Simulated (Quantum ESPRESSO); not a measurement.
# Sn (Im-3m) in Quantum ESPRESSO: further runs

The runs below take Sn through phonons and electron-phonon coupling, phonons, with PBE, LDA.

Everything below comes from runs of Quantum ESPRESSO 7.5. Logs are shortened: lines on timing, memory, paths and dates and some standing lists are left out, and cuts for length are marked.

## 1. The crystal as given

Symmetry: Im-3m, No. 229, cubic system. The conventional cell has a = 3.789 Å, b = 3.789 Å, c = 3.789 Å, α = 90.00°, β = 90.00°, γ = 90.00°. Sn (site symmetry m-3m) is surrounded by 8 Sn at 3.28 Å.

This isn't the form of Sn at room conditions, which is tetragonal (white tin).

## 2. Phonons and electron-phonon coupling, PBE

pw.in

```
&CONTROL
  calculation = 'scf'
  prefix = 'pwscf'
  outdir = './tmp'
  pseudo_dir = './pseudo'
  tprnfor = .true.
  tstress = .true.
  disk_io = 'low'
/
&SYSTEM
  ibrav = 0
  nat = 1
  ntyp = 1
  ecutwfc = 65
  nbnd = 13
  occupations = 'smearing'
  smearing = 'mp'
  degauss = 0.01999163
/
&ELECTRONS
  conv_thr = 2d-10
  electron_maxstep = 120
  mixing_beta = 0.5
/
ATOMIC_SPECIES
Sn   118.7100 50_Sn_14_2.5_3.0_pbe_n_v1.0.upf
CELL_PARAMETERS angstrom
  -1.8946518192    1.8946518192    1.8946518192
   1.8946518192   -1.8946518192    1.8946518192
   1.8946518192    1.8946518192   -1.8946518192
ATOMIC_POSITIONS crystal
Sn     0.0000000000    0.0000000000    0.0000000000
K_POINTS automatic
12 12 12 0 0 0
```

relax.in

```
&CONTROL
  calculation = 'vc-relax'
  prefix = 'pwscf'
  outdir = './tmp'
  pseudo_dir = './pseudo'
  tprnfor = .true.
  tstress = .true.
  disk_io = 'low'
  nstep = 40
  forc_conv_thr = 0.0001
  etot_conv_thr = 1d-06
/
&SYSTEM
  ibrav = 0
  nat = 1
  ntyp = 1
  ecutwfc = 65
  nbnd = 13
  occupations = 'smearing'
  smearing = 'mp'
  degauss = 0.01999163
/
&ELECTRONS
  conv_thr = 2d-10
  electron_maxstep = 120
  mixing_beta = 0.5
/
&IONS
  ion_dynamics = 'bfgs'
/
&CELL
  cell_dynamics = 'bfgs'
  press = 0
  press_conv_thr = 0.2
/
ATOMIC_SPECIES
Sn   118.7100 50_Sn_14_2.5_3.0_pbe_n_v1.0.upf
CELL_PARAMETERS angstrom
  -1.8946518192    1.8946518192    1.8946518192
   1.8946518192   -1.8946518192    1.8946518192
   1.8946518192    1.8946518192   -1.8946518192
ATOMIC_POSITIONS crystal
Sn     0.0000000000    0.0000000000    0.0000000000
K_POINTS automatic
12 12 12 0 0 0
```

scf2.in

```
&CONTROL
  calculation = 'scf'
  prefix = 'pwscf'
  outdir = './tmp'
  pseudo_dir = './pseudo'
  tprnfor = .true.
  tstress = .true.
  disk_io = 'low'
/
&SYSTEM
  ibrav = 0
  nat = 1
  ntyp = 1
  ecutwfc = 65
  nbnd = 13
  occupations = 'smearing'
  smearing = 'mp'
  degauss = 0.01999163
/
&ELECTRONS
  conv_thr = 1d-13
  electron_maxstep = 120
  mixing_beta = 0.5
  startingpot = 'file'
  startingwfc = 'file'
/
ATOMIC_SPECIES
Sn   118.7100 50_Sn_14_2.5_3.0_pbe_n_v1.0.upf
CELL_PARAMETERS angstrom
  -1.9038372102    1.9038372102    1.9038372102
   1.9038372102   -1.9038372102    1.9038372102
   1.9038372102    1.9038372102   -1.9038372102
ATOMIC_POSITIONS crystal
Sn     0.0000000000    0.0000000000    0.0000000000
K_POINTS automatic
12 12 12 0 0 0
```

dense.in

```
&CONTROL
  calculation = 'scf'
  prefix = 'pwscf'
  outdir = './tmp'
  pseudo_dir = './pseudo'
  tprnfor = .true.
  tstress = .true.
  disk_io = 'low'
/
&SYSTEM
  ibrav = 0
  nat = 1
  ntyp = 1
  ecutwfc = 65
  nbnd = 13
  occupations = 'smearing'
  smearing = 'mp'
  degauss = 0.01999163
  la2F = .true.
/
&ELECTRONS
  conv_thr = 1d-12
  electron_maxstep = 120
  mixing_beta = 0.5
  startingpot = 'file'
/
ATOMIC_SPECIES
Sn   118.7100 50_Sn_14_2.5_3.0_pbe_n_v1.0.upf
CELL_PARAMETERS angstrom
  -1.9038372102    1.9038372102    1.9038372102
   1.9038372102   -1.9038372102    1.9038372102
   1.9038372102    1.9038372102   -1.9038372102
ATOMIC_POSITIONS crystal
Sn     0.0000000000    0.0000000000    0.0000000000
K_POINTS automatic
36 36 36 0 0 0
```

scf3.in

```
&CONTROL
  calculation = 'scf'
  prefix = 'pwscf'
  outdir = './tmp'
  pseudo_dir = './pseudo'
  tprnfor = .true.
  tstress = .true.
  disk_io = 'low'
/
&SYSTEM
  ibrav = 0
  nat = 1
  ntyp = 1
  ecutwfc = 65
  nbnd = 13
  occupations = 'smearing'
  smearing = 'mp'
  degauss = 0.01999163
/
&ELECTRONS
  conv_thr = 1d-12
  electron_maxstep = 120
  mixing_beta = 0.5
  startingpot = 'file'
/
ATOMIC_SPECIES
Sn   118.7100 50_Sn_14_2.5_3.0_pbe_n_v1.0.upf
CELL_PARAMETERS angstrom
  -1.9038372102    1.9038372102    1.9038372102
   1.9038372102   -1.9038372102    1.9038372102
   1.9038372102    1.9038372102   -1.9038372102
ATOMIC_POSITIONS crystal
Sn     0.0000000000    0.0000000000    0.0000000000
K_POINTS automatic
12 12 12 0 0 0
```

ph.in

```
phonon_bands of Sn
&INPUTPH
  prefix = 'pwscf'
  outdir = './tmp'
  tr2_ph = 1d-18
  fildyn = 'dyn'
  niter_ph = 90
  alpha_mix(1) = 0.4
  ldisp = .true.
  nq1 = 4
  nq2 = 4
  nq3 = 4
  electron_phonon = 'interpolated'
  el_ph_sigma = 0.005
  el_ph_nsigma = 10
  fildvscf = 'dvscf'
/
```

q2r.in

```
&INPUT
  fildyn = 'dyn'
  zasr = 'crystal'
  flfrc = 'fc'
  la2F = .true.
/
```

matdyn.in

```
&INPUT
  asr = 'crystal'
  flfrc = 'fc'
  flfrq = 'freq'
  q_in_cryst_coord = .true.
  flvec = ' '
/
80
 0.0000000000  0.0000000000  0.0000000000
 0.0312500000 -0.0312500000  0.0312500000
 0.0625000000 -0.0625000000  0.0625000000
 0.0937500000 -0.0937500000  0.0937500000
 0.1250000000 -0.1250000000  0.1250000000
 0.1562500000 -0.1562500000  0.1562500000
 0.1875000000 -0.1875000000  0.1875000000
 0.2187500000 -0.2187500000  0.2187500000
 0.2500000000 -0.2500000000  0.2500000000
 0.2812500000 -0.2812500000  0.2812500000
 0.3125000000 -0.3125000000  0.3125000000
 0.3437500000 -0.3437500000  0.3437500000
 0.3750000000 -0.3750000000  0.3750000000
 0.4062500000 -0.4062500000  0.4062500000
 0.4375000000 -0.4375000000  0.4375000000
 0.4687500000 -0.4687500000  0.4687500000
 0.5000000000 -0.5000000000  0.5000000000
 0.4545454545 -0.4545454545  0.5000000000
 0.4090909091 -0.4090909091  0.5000000000
 0.3636363636 -0.3636363636  0.5000000000
 0.3181818182 -0.3181818182  0.5000000000
 0.2727272727 -0.2727272727  0.5000000000
 0.2272727273 -0.2272727273  0.5000000000
 0.1818181818 -0.1818181818  0.5000000000
 0.1363636364 -0.1363636364  0.5000000000
 0.0909090909 -0.0909090909  0.5000000000
 0.0454545455 -0.0454545455  0.5000000000
 0.0000000000  0.0000000000  0.5000000000
 0.0000000000  0.0000000000  0.4583333333
 0.0000000000  0.0000000000  0.4166666667
 0.0000000000  0.0000000000  0.3750000000
 0.0000000000  0.0000000000  0.3333333333
 0.0000000000  0.0000000000  0.2916666667
 0.0000000000  0.0000000000  0.2500000000
 0.0000000000  0.0000000000  0.2083333333
 0.0000000000  0.0000000000  0.1666666667
 0.0000000000  0.0000000000  0.1250000000
 0.0000000000  0.0000000000  0.0833333333
 0.0000000000  0.0000000000  0.0416666667
 0.0000000000  0.0000000000  0.0000000000
 0.0166666667  0.0166666667  0.0166666667
 0.0333333333  0.0333333333  0.0333333333
 0.0500000000  0.0500000000  0.0500000000
 0.0666666667  0.0666666667  0.0666666667
 0.0833333333  0.0833333333  0.0833333333
 0.1000000000  0.1000000000  0.1000000000
 0.1166666667  0.1166666667  0.1166666667
 0.1333333333  0.1333333333  0.1333333333
 0.1500000000  0.1500000000  0.1500000000
 0.1666666667  0.1666666667  0.1666666667
 0.1833333333  0.1833333333  0.1833333333
 0.2000000000  0.2000000000  0.2000000000
 0.2166666667  0.2166666667  0.2166666667
 0.2333333333  0.2333333333  0.2333333333
 0.2500000000  0.2500000000  0.2500000000
 0.2666666667  0.2000000000  0.2666666667
 0.2833333333  0.1500000000  0.2833333333
 0.3000000000  0.1000000000  0.3000000000
 0.3166666667  0.0500000000  0.3166666667
 0.3333333333  0.0000000000  0.3333333333
 0.3500000000 -0.0500000000  0.3500000000
 0.3666666667 -0.1000000000  0.3666666667
 0.3833333333 -0.1500000000  0.3833333333
 0.4000000000 -0.2000000000  0.4000000000
 0.4166666667 -0.2500000000  0.4166666667
 0.4333333333 -0.3000000000  0.4333333333
 0.4500000000 -0.3500000000  0.4500000000
 0.4666666667 -0.4000000000  0.4666666667
 0.4833333333 -0.4500000000  0.4833333333
 0.5000000000 -0.5000000000  0.5000000000
 0.2500000000  0.2500000000  0.2500000000
 0.2222222222  0.2222222222  0.2777777778
 0.1944444444  0.1944444444  0.3055555556
 0.1666666667  0.1666666667  0.3333333333
 0.1388888889  0.1388888889  0.3611111111
 0.1111111111  0.1111111111  0.3888888889
 0.0833333333  0.0833333333  0.4166666667
 0.0555555556  0.0555555556  0.4444444444
 0.0277777778  0.0277777778  0.4722222222
 0.0000000000  0.0000000000  0.5000000000
```

matdyn_dos.in

```
&INPUT
  asr = 'crystal'
  flfrc = 'fc'
  dos = .true.
  fldos = 'phdos'
  nk1 = 18
  nk2 = 18
  nk3 = 18
  deltaE = 0.5
  flvec = ' '
  flfrq = ' '
/
```

matdyn_a2f.in

```
&INPUT
  asr = 'crystal'
  flfrc = 'fc'
  la2F = .true.
  dos = .true.
  fldos = 'dos2'
  nk1 = 14
  nk2 = 14
  nk3 = 14
  ndos = 60
  el_ph_nsigma = 10
  flfrq = 'dosfreq2'
  flvec = ' '
/
```

matdyn_mesh.in

```
&INPUT
  asr = 'crystal'
  flfrc = 'fc'
  flfrq = 'mesh'
  q_in_cryst_coord = .true.
  flvec = ' '
/
1000
 0.05000000  0.05000000  0.05000000
 0.05000000  0.05000000  0.15000000
 0.05000000  0.05000000  0.25000000
[... 997 further points of the even 10 x 10 x 10 mesh, shifted by half a step ...]
```

Potentials or basis: SPMS 1.0 PBE.

On the command line:

```bash
$ OMP_NUM_THREADS=1 mpirun -n 4 pw.x -nk 4 -in pw.in > pw.out
$ OMP_NUM_THREADS=1 mpirun -n 4 pw.x -nk 4 -in relax.in > relax.out
$ OMP_NUM_THREADS=1 mpirun -n 4 pw.x -nk 4 -in scf2.in > scf2.out
$ OMP_NUM_THREADS=1 mpirun -n 4 pw.x -nk 4 -in dense.in > dense.out
$ OMP_NUM_THREADS=1 mpirun -n 4 pw.x -nk 4 -in scf3.in > scf3.out
$ OMP_NUM_THREADS=1 mpirun -n 4 ph.x -nk 4 -in ph.in > ph.out
$ OMP_NUM_THREADS=1 mpirun -n 1 q2r.x -in q2r.in > q2r.out
$ OMP_NUM_THREADS=1 mpirun -n 1 matdyn.x -in matdyn.in > matdyn.out
$ OMP_NUM_THREADS=1 mpirun -n 1 matdyn.x -in matdyn_dos.in > matdyn_dos.out
$ OMP_NUM_THREADS=1 mpirun -n 1 matdyn.x -in matdyn_a2f.in > matdyn_a2f.out
$ OMP_NUM_THREADS=1 mpirun -n 1 matdyn.x -in matdyn_mesh.in > matdyn_mesh.out
```

pw.out:

```text
This program is part of the open-source Quantum ESPRESSO suite
     for quantum simulation of materials; please cite
         "P. Giannozzi et al., J. Phys.:Condens. Matter 21 395502 (2009);
         "P. Giannozzi et al., J. Phys.:Condens. Matter 29 465901 (2017);
         "P. Giannozzi et al., J. Chem. Phys. 152 154105 (2020);
     in publications or presentations arising from this work. More details at

     Message from routine setup:
     using ibrav=0 with symmetry is DISCOURAGED, use correct ibrav instead

     K-points division:     npool     =       4
     Subspace diagonalization in iterative solution of the eigenvalue problem:
     a serial algorithm will be used

     G-vector sticks info
     --------------------
     sticks:   dense  smooth     PW     G-vecs:    dense   smooth      PW
     Sum         739     739    265                12887    12887    2731

     Using Slab Decomposition

     bravais-lattice index     =            0
     lattice parameter (alat)  =       6.2014  a.u.
     unit-cell volume          =     183.5882 (a.u.)^3
     number of atoms/cell      =            1
     number of atomic types    =            1
     number of electrons       =        14.00
     number of Kohn-Sham states=           13
     kinetic-energy cutoff     =      65.0000  Ry
     charge density cutoff     =     260.0000  Ry
     scf convergence threshold =      2.0E-10
     mixing beta               =       0.5000
     number of iterations used =            8  plain     mixing
     Exchange-correlation= PBE
                           (   1   4   3   4   0   0   0)

     celldm(1)=   6.201388  celldm(2)=   0.000000  celldm(3)=   0.000000
     celldm(4)=   0.000000  celldm(5)=   0.000000  celldm(6)=   0.000000

     crystal axes: (cart. coord. in units of alat)
               a(1) = (  -0.577350   0.577350   0.577350 )
               a(2) = (   0.577350  -0.577350   0.577350 )
               a(3) = (   0.577350   0.577350  -0.577350 )

     reciprocal axes: (cart. coord. in units 2 pi/alat)
               b(1) = ( -0.000000  0.866025  0.866025 )
               b(2) = (  0.866025 -0.000000  0.866025 )
               b(3) = (  0.866025  0.866025  0.000000 )

     PseudoPot. # 1 for Sn read from file:
     50_Sn_14_2.5_3.0_pbe_n_v1.0.upf
     Pseudo is Norm-conserving + core correction, Zval = 14.0
     Generated using ONCVPSP code by D. R. Hamann
     Using radial grid of 1640 points,  6 beta functions with:
                l(1) =   0
                l(2) =   0
                l(3) =   1
                l(4) =   1
                l(5) =   2
                l(6) =   2

     atomic species   valence    mass     pseudopotential
     Sn               14.00   118.71000     Sn( 1.00)

     48 Sym. Ops., with inversion, found

   Cartesian axes

     site n.     atom                  positions (alat units)
         1        Sn     tau(   1) = (   0.0000000   0.0000000   0.0000000  )

     number of k points=    72  Methfessel-Paxton smearing, width (Ry)=  0.0200
                       cart. coord. in units 2pi/alat
        k(    1) = (   0.0000000   0.0000000   0.0000000), wk =   0.0011574
        k(    2) = (   0.0721688   0.0721688   0.0000000), wk =   0.0138889
        k(    3) = (   0.1443376   0.1443376   0.0000000), wk =   0.0138889
        k(    4) = (   0.2165064   0.2165064   0.0000000), wk =   0.0138889
        k(    5) = (   0.2886751   0.2886751   0.0000000), wk =   0.0138889
        k(    6) = (   0.3608439   0.3608439   0.0000000), wk =   0.0138889
[... 64 lines left out ...]
        k(   71) = (  -0.8660254  -0.0721688  -0.0721688), wk =   0.0138889
        k(   72) = (  -0.8660254  -0.8660254  -0.8660254), wk =   0.0011574

     Dense  grid:    12887 G-vectors     FFT dimensions: (  32,  32,  32)

     Initial potential from superposition of free atoms

     starting charge      13.9985, renormalised to      14.0000
     Starting wfcs are    9 randomized atomic wfcs +    4 random wfcs

     Self-consistent Calculation

     iteration #  1     ecut=    65.00 Ry     beta= 0.50
     Davidson diagonalization with overlap
     ethr =  1.00E-02,  avg # of iterations =  4.6

     Threshold (ethr) on eigenvalues was too large:
     Diagonalizing with lowered threshold

     Davidson diagonalization with overlap
     ethr =  2.40E-05,  avg # of iterations =  5.4

     total energy              =    -141.13548337 Ry
     estimated scf accuracy    <       0.00329456 Ry

     iteration #  2     ecut=    65.00 Ry     beta= 0.50
     Davidson diagonalization with overlap
     ethr =  2.35E-05,  avg # of iterations =  2.0

     total energy              =    -141.13580596 Ry
     estimated scf accuracy    <       0.00027321 Ry

     iteration #  3     ecut=    65.00 Ry     beta= 0.50
     Davidson diagonalization with overlap
     ethr =  1.95E-06,  avg # of iterations =  2.7

     total energy              =    -141.13584200 Ry
     estimated scf accuracy    <       0.00002748 Ry
[... 19 lines left out ...]
     total energy              =    -141.13584381 Ry
     estimated scf accuracy    <       0.00000004 Ry

     iteration #  7     ecut=    65.00 Ry     beta= 0.50
     Davidson diagonalization with overlap
     ethr =  3.04E-10,  avg # of iterations =  2.1

     total energy              =    -141.13584382 Ry
     estimated scf accuracy    <          9.6E-10 Ry

     iteration #  8     ecut=    65.00 Ry     beta= 0.50
     Davidson diagonalization with overlap
     ethr =  6.89E-12,  avg # of iterations =  2.9

     End of self-consistent calculation

          k = 0.0000 0.0000 0.0000 (  1601 PWs)   bands (ev):

    -9.2159  -9.2159  -9.2159  -9.0784  -9.0784   1.3094  20.3513  20.3513
    20.3513  24.8057  25.1234  25.1235  25.1239

          k = 0.0722 0.0722 0.0000 (  1599 PWs)   bands (ev):

    -9.2190  -9.2115  -9.2015  -9.0818  -9.0788   1.4611  19.0778  19.7726
    20.1545  23.3195  23.6156  24.4585  25.7892

          k = 0.1443 0.1443 0.0000 (  1609 PWs)   bands (ev):

    -9.2272  -9.2007  -9.1620  -9.0899  -9.0800   1.9166  16.5522  18.6551
    19.6221  22.1698  22.5399  24.3993  26.2061

          k = 0.2165 0.2165 0.0000 (  1615 PWs)   bands (ev):

    -9.2384  -9.1914  -9.1073  -9.0965  -9.0815   2.6753  13.8958  17.5754
    18.9615  21.3413  21.7134  24.8987  26.7386
[... 328 lines left out ...]
    -9.2240  -9.2133  -9.0338  -9.0338  -9.0296   8.4176  12.2718  12.2718
    12.2804  16.5031  18.1902  30.1682  31.2330

          k =-0.8660-0.0722-0.0722 (  1644 PWs)   bands (ev):

    -9.2280  -9.2251  -9.0332  -9.0252  -9.0150   9.1874  11.3808  12.1017
    12.6862  16.6518  17.0639  30.3360  31.5508

          k =-0.8660-0.8660-0.8660 (  1638 PWs)   bands (ev):

    -9.2348  -9.2348  -9.0163  -9.0163  -9.0163   9.9014  11.9315  11.9315
    11.9315  16.2570  16.2570  31.4006  33.6398

     the Fermi energy is    12.4530 ev

!    total energy              =    -141.13584382 Ry
     estimated scf accuracy    <          1.7E-11 Ry
     smearing contrib. (-TS)   =       0.00010576 Ry
     internal energy E=F+TS    =    -141.13594958 Ry

     The total energy is F=E-TS. E is the sum of the following terms:
     one-electron contribution =     -29.57724655 Ry
     hartree contribution      =      23.66281209 Ry
     xc contribution           =     -35.61042039 Ry
     ewald contribution        =     -99.61109474 Ry

     convergence has been achieved in   8 iterations

     Forces acting on atoms (cartesian axes, Ry/au):

     atom    1 type  1   force =     0.00000000    0.00000000    0.00000000

     Total force =     0.000000     Total SCF correction =     0.000000

     Computing stress (Cartesian axis) and pressure

          total   stress  (Ry/bohr**3)                   (kbar)     P=        7.07
   0.00004805   0.00000000   0.00000000            7.07        0.00        0.00
   0.00000000   0.00004805   0.00000000            0.00        7.07        0.00
   0.00000000   0.00000000   0.00004805            0.00        0.00        7.07

=------------------------------------------------------------------------------=
   JOB DONE.
=------------------------------------------------------------------------------=
```

Run time: 20 min. Hardware: 4 MPI ranks of Arm Neoverse V2, shared host; peak memory 0.6 GiB.

What came out:

- Free energy: -1920.2518 eV
- Relaxed volume: 27.60 Å³/atom
- Relaxed cell: a = 3.298 Å, b = 3.298 Å, c = 3.298 Å, α = 109.47°, β = 109.47°, γ = 109.47°
- Space group after relaxing (to 0.05 Å): Im-3m (No. 229)
- Pressure after relaxing: 0.0 GPa
- Band gap on the k mesh: none (metal or under the smearing width)
- Highest phonon frequency: 93 cm⁻¹
- Most unstable mode: 25i cm⁻¹

Step by step:
```
step  energy change (eV)  largest force (eV/Å)  pressure (GPa)  volume (Å³)
   1              0.0000                0.0000            0.71        27.20
   2             -0.0004                0.0000            0.53        27.30
   3             -0.0007                0.0000            0.33        27.41
   4             -0.0009                0.0000            0.05        27.57
   5             -0.0009                0.0000            0.00        27.60
```

Final structure:
```
Sn
1.0
    -1.90384    1.90384    1.90384
     1.90384   -1.90384    1.90384
     1.90384    1.90384   -1.90384
Sn
1
Cartesian
  0.0000 0.0000 0.0000
```

Levels at points of the mesh, in eV from the Fermi level:
```csv
k point,band 5,band 6,band 7,band 8,band 9,band 10
"(0.00, 0.00, 0.00)",-21.53,-11.04,7.77,7.77,7.77,12.32
"(0.00, 0.00, -0.50)",-21.45,-6.45,-4.40,3.52,5.37,7.80
"(-0.50, -0.50, -0.50)",-21.47,-2.63,-0.50,-0.50,-0.50,3.81
```

Phonon frequencies in cm⁻¹ (negative: imaginary):
```csv
q point,frequencies
"(0.000, 0.000, 0.000)",0 0 0
"(0.219, -0.219, 0.219)",58 58 73
"(0.438, -0.438, 0.438)",77 77 81
"(0.273, -0.273, 0.500)",54 64 93
"(0.000, 0.000, 0.458)",-2 31 85
"(0.000, 0.000, 0.167)",-19 27 60
"(0.050, 0.050, 0.050)",6 6 48
"(0.167, 0.167, 0.167)",57 57 78
"(0.283, 0.150, 0.283)",70 84 84
"(0.400, -0.200, 0.400)",25 85 85
"(0.250, 0.250, 0.250)",83 83 83
"(0.056, 0.056, 0.444)",27 40 85
```

Phonon frequencies at the corners of the path (cm⁻¹, interpolated; i marks imaginary ones):
```
point  frequencies
    Γ        0 0 0
    H     79 79 79
    N      5 31 85
    P     83 83 83
```

Phonon states per cell in windows of 10 cm⁻¹ (negative: imaginary):
| from (cm⁻¹) | total |
| --- | --- |
| -30 | 0.00 |
| -20 | 0.06 |
| -10 | 0.08 |
| 0 | 0.11 |
| 10 | 0.21 |
| 20 | 0.18 |
| 30 | 0.27 |
| 40 | 0.29 |
| 50 | 0.30 |
| 60 | 0.32 |
| 70 | 0.34 |
| 80 | 0.76 |
| 90 | 0.09 |

Caveat: some modes are imaginary; λ from interpolated matrix elements is rough: modes that symmetry makes equal can differ by tens of percent.

(Continued in part 2 of 3.)
